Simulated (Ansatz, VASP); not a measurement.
**One calculation of LiCl, two programs**

The input INCAR:

```
ALGO = Normal
EDIFF = 1E-6
ENCUT = 520
GGA = PS
ISIF = 2
ISMEAR = -1
LASPH = T
LCHARG = F
LREAL = F
LWAVE = F
NBANDS = 12
NELM = 100
PREC = Accurate
SIGMA = 0.05
```

File KPOINTS:

```
k-points
0
Gamma
  9 9 9
```

Contents of POSCAR:

```
LiCl
1.0
    0.0000000000      2.5475562599      2.5475562599
    2.5475562599      0.0000000000      2.5475562599
    2.5475562599      2.5475562599      0.0000000000
Cl Li
1 1
Direct
    0.5000000000      0.5000000000      0.5000000000
    0.0000000000      0.0000000000      0.0000000000
```

Contents of input.yaml:

```yaml
crystal:
  lattice:
    - [0.0, 2.5475562599, 2.5475562599]
    - [2.5475562599, 0.0, 2.5475562599]
    - [2.5475562599, 2.5475562599, 0.0]
  atoms:
    - { symbol: Cl, position: [0.5, 0.5, 0.5] }
    - { symbol: Li, position: [0.0, 0.0, 0.0] }
kpoints:
  mp_grid: { grid: [9, 9, 9] }
scf:
  occupations: { method: fermi_dirac, width: 0.05 }
hamiltonian:
  xc: pbesol
  pseudopotentials: { kind: all_electron, lapw: { basis_error: 0.001 } }
output:
  forces: true
  stress: true
  eigenvalues: true
```

Change from the starting cell: volume scaled by 0.98.

Alike in both runs: task single point; functional PBEsol; k mesh 9 × 9 × 9; occupations fermi-dirac, width 0.05 eV; no spin polarisation.

|  | VASP | Ansatz |
| --- | --- | --- |
| version | VASP 6.6.1 | Ansatz 0.2.0 |
| potentials or method | VASP PAW PBE potentials, release 64 (Cl, Li_sv) | all-electron LAPW, scalar-relativistic |
| plane-wave cutoff (eV) | 520 | see its input |

Ansatz gave:

- gap on the k mesh at the Fermi level (eV): 6.24
- least direct gap on the mesh (eV): 6.24

Problem. Estimate VASP's values.

Solution. gap on the k mesh at the Fermi level (eV): 6.25; least direct gap on the mesh (eV): 6.25.

Ansatz ran all-electron here, so the differences hold the error of VASP's frozen core and of both bases.

Caveats: an odd mesh through Γ misses points on the zone boundary, where band edges often lie.
